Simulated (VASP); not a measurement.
# VASP 6.6.1 run: NaH

INCAR

```
ISIF = 2
SIGMA = 0.5
LCHARG = .FALSE.
IBRION = -1
PREC = Accurate
GGA = PE
ISYM = -1
EDIFF = 1E-7
LASPH = .TRUE.
ISMEAR = -4
NBANDS = 11
NSW = 0
NELM = 80
LWAVE = .FALSE.
LREAL = .FALSE.
ENCUT = 520
```

KPOINTS

```
KPOINTS created by Atomic Simulation Environment
0
Gamma
4 4 4
0 0 0
```

POSCAR

```
Na H
 1.0000000000000000
     0.0000000000000000    2.3900799992000001    2.3975122873000001
     2.3900799992000001    0.0000000000000000    2.3975122873000001
     2.3900799992000001    2.3900799992000001    0.0000000000000000
 Na  H
   1   1
Cartesian
  0.0000000000000000  0.0000000000000000  0.0000000000000000
  2.3900799991999997  2.3900799991999997  2.3975122872999997
```

The recommended PBE PAW datasets give the neutral cell 8 valence electrons.

Command

```
mpirun -np 1 vasp_std
```

**Question.** Predict the outcome of this run.

**Answer.** It converged. Results: gap between bands v and c on the k mesh 3.81 eV; least direct gap on the k mesh 4.68 eV; pressure 0.7 GPa. Band v is the last that the valence electrons fill when counted band by band, and c is the next.

OSZICAR

```
N       E                     dE             d eps       ncg     rms          rms(c)
DAV:   1     0.370780433347E+02    0.37078E+02   -0.45654E+03  1417   0.751E+02
DAV:   2    -0.421989045079E+01   -0.41298E+02   -0.40758E+02  1482   0.193E+02
DAV:   3    -0.550730847896E+01   -0.12874E+01   -0.12859E+01  1667   0.326E+01
DAV:   4    -0.551541247172E+01   -0.81040E-02   -0.81031E-02  1616   0.265E+00
DAV:   5    -0.551548060525E+01   -0.68134E-04   -0.68133E-04  1549   0.246E-01    0.321E+00
DAV:   6    -0.517529212609E+01    0.34019E+00   -0.32399E-01  1663   0.282E+00    0.149E+00
DAV:   7    -0.508121098943E+01    0.94081E-01   -0.32050E-01  1519   0.217E+00    0.347E-01
DAV:   8    -0.508570126971E+01   -0.44903E-02   -0.97760E-03  1495   0.961E-01    0.651E-02
DAV:   9    -0.508568699286E+01    0.14277E-04   -0.10498E-03  1688   0.347E-01    0.217E-02
DAV:  10    -0.508567400455E+01    0.12988E-04   -0.54526E-05  1518   0.491E-02    0.413E-03
DAV:  11    -0.508567753774E+01   -0.35332E-05   -0.55005E-06  1534   0.109E-02    0.307E-03
DAV:  12    -0.508567752138E+01    0.16357E-07   -0.22288E-07  1555   0.308E-03
   1 F= -.50856775E+01 E0= -.50856775E+01  d E =0.000000E+00
```

For comparison, a separate PBE run of the intended cell, on usual settings and not on those above, gives a gap of 3.83 eV on its mesh and a pressure of 0.7 GPa.
